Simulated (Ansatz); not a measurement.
Density of states of TiO2 (I4_1/amd, a = 3.818 Å, b = 3.818 Å, c = 9.776 Å, α = 90.00°, β = 90.00°, γ = 90.00°), in states per eV and primitive cell, averaged over bins of 0.3 eV. All numbers below come from DFT PBE+U, scalar-relativistic, plane waves, PAW in Ansatz.

Plane waves to 420 eV, a k mesh through Γ of 6×6×6 on the computed 6-atom cell and Gaussian smearing (0.02 eV); U_eff Ti 4.00 eV on the d shells (Löwdin-orthogonalised atomic orbitals); no spin polarisation.

The cell is relaxed at this level. The states (both spins) are summed by tetrahedra on a 9×9×9 mesh at the self-consistent density. Energies are bin centres; the table starts no lower than −8 eV and ends at 6 eV, or lower where the solved bands end.

The gap is 2.62 eV at this level, with the zero inside it.

| E − E_F (eV) | total | O 2p | Ti 3d | O 2s | Ti 4s |
| --- | --- | --- | --- | --- | --- |
| -5.80 | 5.58 | 4.03 | 1.00 | 0.03 | 0.38 |
| -5.50 | 3.69 | 2.62 | 0.89 | 0.01 | 0.08 |
| -5.20 | 7.00 | 5.13 | 1.56 | 0.05 | 0.11 |
| -4.90 | 7.21 | 5.30 | 1.70 | 0.04 | 0.06 |
| -4.60 | 4.76 | 3.68 | 0.92 | 0.03 | 0.04 |
| -4.30 | 4.42 | 3.19 | 1.07 | 0.04 | 0.06 |
| -4.00 | 3.70 | 2.79 | 0.81 | 0.03 | 0.02 |
| -3.70 | 4.52 | 3.55 | 0.84 | 0.04 | 0.03 |
| -3.40 | 6.59 | 5.39 | 0.98 | 0.06 | 0.06 |
| -3.10 | 5.63 | 4.73 | 0.71 | 0.04 | 0.06 |
| -2.80 | 4.42 | 3.81 | 0.43 | 0.03 | 0.06 |
| -2.50 | 4.32 | 3.82 | 0.37 | 0.02 | 0.04 |
| -2.20 | 5.81 | 5.25 | 0.42 | 0.02 | 0.03 |
| -1.90 | 6.70 | 6.30 | 0.29 | 0.03 | 0.02 |
| -1.60 | 5.04 | 4.80 | 0.18 | 0.01 | 0.01 |
| -1.30 | 0.59 | 0.57 | 0.02 | 0.00 | 0.00 |
| -1.00 | 0.00 | 0.00 | 0.00 | 0.00 | 0.00 |
| -0.70 | 0.00 | 0.00 | 0.00 | 0.00 | 0.00 |
| -0.40 | 0.00 | 0.00 | 0.00 | 0.00 | 0.00 |
| -0.10 | 0.00 | 0.00 | 0.00 | 0.00 | 0.00 |
| 0.20 | 0.00 | 0.00 | 0.00 | 0.00 | 0.00 |
| 0.50 | 0.00 | 0.00 | 0.00 | 0.00 | 0.00 |
| 0.80 | 0.00 | 0.00 | 0.00 | 0.00 | 0.00 |
| 1.10 | 0.00 | 0.00 | 0.00 | 0.00 | 0.00 |
| 1.40 | 0.12 | 0.00 | 0.12 | 0.00 | 0.00 |
| 1.70 | 0.89 | 0.04 | 0.84 | 0.00 | 0.00 |
| 2.00 | 6.06 | 0.30 | 5.59 | 0.08 | 0.02 |
| 2.30 | 9.06 | 0.60 | 8.14 | 0.12 | 0.08 |
| 2.60 | 11.82 | 1.28 | 10.11 | 0.15 | 0.08 |
| 2.90 | 5.34 | 0.94 | 4.15 | 0.08 | 0.03 |
| 3.20 | 6.23 | 1.35 | 4.53 | 0.08 | 0.03 |
| 3.50 | 2.19 | 0.34 | 1.57 | 0.16 | 0.00 |
| 3.80 | 2.77 | 0.43 | 2.00 | 0.24 | 0.00 |
| 4.10 | 3.03 | 0.60 | 2.11 | 0.21 | 0.01 |
| 4.40 | 3.82 | 0.89 | 2.58 | 0.22 | 0.01 |
| 4.70 | 4.55 | 1.23 | 2.95 | 0.20 | 0.02 |
| 5.00 | 3.55 | 1.09 | 2.19 | 0.11 | 0.05 |
| 5.30 | 4.73 | 1.60 | 2.92 | 0.06 | 0.02 |
| 5.60 | 2.49 | 0.88 | 1.52 | 0.01 | 0.00 |

The columns after the total are the main Löwdin projections on the occupied valence shells of the potentials; 2 others are left out. The rest of the total lies in those, in shells that are empty in the free atom, which aren't projected, and between the atoms.

A ferromagnetic start lost its moments in a first run, so spin was left out; other magnetic orders weren't tried.

Cost: 1 run of about 1 core-minutes, on Intel Xeon 6975P-C (Granite Rapids) (shared hosts).